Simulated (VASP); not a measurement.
**SnSe: band structure with LDA**

SnSe:

```
CELL_PARAMETERS angstrom
0.00000 3.01000 3.01000
3.01000 0.00000 3.01000
3.01000 3.01000 0.00000
ATOMIC_POSITIONS crystal
Sn 0.00000 0.00000 0.00000
Se 0.50000 0.50000 0.50000
```

Measurements of this composition are mostly on another form, of space group No. 62.

* Program: VASP 6.6.1
* Task: band structure
* Functional: LDA
* Potentials or basis: VASP PAW LDA potentials, release 64 (Sn_d, Se)
* Cutoff: 520 eV
* k mesh: 8 × 8 × 8
* Occupations: gaussian, width 0.02 eV
* Spin: no spin polarisation
* Ladder: gaps
* Further INCAR settings: ALGO = Normal; EDIFF = 1e-06; NBANDS = 17

| Item | Value |
| --- | --- |
| Pressure | -3.3 GPa |
| Band gap along the path | 0.06 eV, direct |

Levels at the corners of the path, in eV from the valence-band top:
```
point  band 6  band 7  band 8  band 9  band 10  band 11  band 12  band 13  band 14  band 15
    Γ  -13.95   -5.27   -2.25   -2.25    -2.25     4.13     4.13     4.13     5.78     5.78
    X  -12.74   -6.19   -5.56   -3.71    -3.71     2.90     5.17     5.17     5.79    10.43
    X  -12.74   -6.19   -5.56   -3.71    -3.71     2.90     5.17     5.17     5.79    10.43
    W  -12.71   -7.07   -4.79   -4.79    -0.89     1.33     4.62     4.62     7.07     7.07
    W  -12.71   -7.07   -4.79   -4.79    -0.89     1.33     4.62     4.62     7.07     7.07
    K  -12.74   -7.16   -5.15   -3.23    -2.59     3.09     3.46     5.14     5.18     9.70
    K  -12.74   -7.16   -5.15   -3.23    -2.59     3.09     3.46     5.14     5.18     9.70
    Γ  -13.95   -5.27   -2.25   -2.25    -2.25     4.13     4.13     4.13     5.78     5.78
    Γ  -13.95   -5.27   -2.25   -2.25    -2.25     4.13     4.13     4.13     5.78     5.78
    L  -13.02   -8.19   -1.99   -1.99    -0.18     0.45     1.10     1.10     8.07     9.96
    L  -13.02   -8.19   -1.99   -1.99    -0.18     0.45     1.10     1.10     8.07     9.96
    U  -12.74   -7.16   -5.15   -3.23    -2.59     3.09     3.46     5.14     5.18     9.70
    U  -12.74   -7.16   -5.15   -3.23    -2.59     3.09     3.46     5.14     5.18     9.70
    W  -12.71   -7.07   -4.79   -4.79    -0.89     1.33     4.62     4.62     7.07     7.07
    W  -12.71   -7.07   -4.79   -4.79    -0.89     1.33     4.62     4.62     7.07     7.07
    L  -13.02   -8.19   -1.99   -1.99    -0.18     0.45     1.10     1.10     8.07     9.96
    L  -13.02   -8.19   -1.99   -1.99    -0.18     0.45     1.10     1.10     8.07     9.96
    K  -12.74   -7.16   -5.15   -3.23    -2.59     3.09     3.46     5.14     5.18     9.70
    U  -12.74   -7.16   -5.15   -3.23    -2.59     3.09     3.46     5.14     5.18     9.70
    X  -12.74   -6.19   -5.56   -3.71    -3.71     2.90     5.17     5.17     5.79    10.43
```

Run time: 77 s on 1 thread of AMD EPYC 7R13 Processor (Zen 3) (shared host), peak memory 0.15 GiB.

Caveat: spin-orbit coupling is left out, which moves the levels of the heavy elements.
